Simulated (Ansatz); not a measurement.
# Si7Ge: random displacements

All numbers below come from DFT PBEsol, scalar-relativistic, plane waves, PAW (Ansatz 0.2.0). Cutoff 420 eV, Γ-centred 6×6×6 k-points, Gaussian smearing of 0.03 eV. No spin polarisation. Energies are free energies at this smearing, counted from the undisturbed cell; pressure is positive in compression.

Zero of the scan (relaxed at this level; it needn't be the usual structure):

```yaml
crystal:
  lattice:
    - [5.45918, 0.00000, 0.00000]
    - [0.00000, 5.45918, 0.00000]
    - [0.00000, 0.00000, 5.45918]
  atoms:
    - { symbol: Si, position: [0.25260, 0.25260, 0.25260] }
    - { symbol: Si, position: [0.00000, 0.50000, 0.50000] }
    - { symbol: Si, position: [0.50000, 0.50000, 0.00000] }
    - { symbol: Si, position: [0.50000, 0.00000, 0.50000] }
    - { symbol: Si, position: [0.74740, 0.25260, 0.74740] }
    - { symbol: Si, position: [0.74740, 0.74740, 0.25260] }
    - { symbol: Si, position: [0.25260, 0.74740, 0.74740] }
    - { symbol: Ge, position: [0.00000, 0.00000, 0.00000] }
```

The atoms are displaced (Å, in the unstrained cell):

| atom | ux | uy | uz |
| --- | --- | --- | --- |
| Si1 | -0.126 | -0.010 | 0.009 |
| Si2 | -0.024 | -0.058 | 0.104 |
| Si3 | 0.005 | -0.003 | -0.056 |
| Si4 | -0.078 | 0.029 | -0.032 |
| Si5 | 0.040 | 0.101 | 0.119 |
| Si6 | 0.043 | -0.047 | -0.122 |
| Si7 | -0.039 | 0.034 | -0.035 |
| Ge8 | 0.180 | -0.047 | 0.013 |

Strain (Voigt, engineering shear): (-0.0044, -0.0294, -0.0391, 0.0341, 0.0085, 0.0157).

Problem. What are the energy change, the stress and the forces?

Solution. ΔE = 159.0 meV/atom; stress (xx, yy, zz, yz, xz, xy; compression positive) (7.15, 9.85, 10.78, -0.90, -3.64, -0.93) GPa.
```
atom Fx (eV/Å) Fy Fz
 Si1       1.43   1.10   0.15
 Si2       0.24   1.53  -1.44
 Si3      -1.24   0.58   1.40
 Si4       2.26   0.10  -0.03
 Si5      -0.71  -3.16  -0.64
 Si6      -0.68   0.48   1.42
 Si7       0.93  -1.20  -0.91
 Ge8      -2.23   0.56   0.06
```

Cost: 1 run of about 0.74 core-minutes, on Arm Neoverse V2 (shared hosts).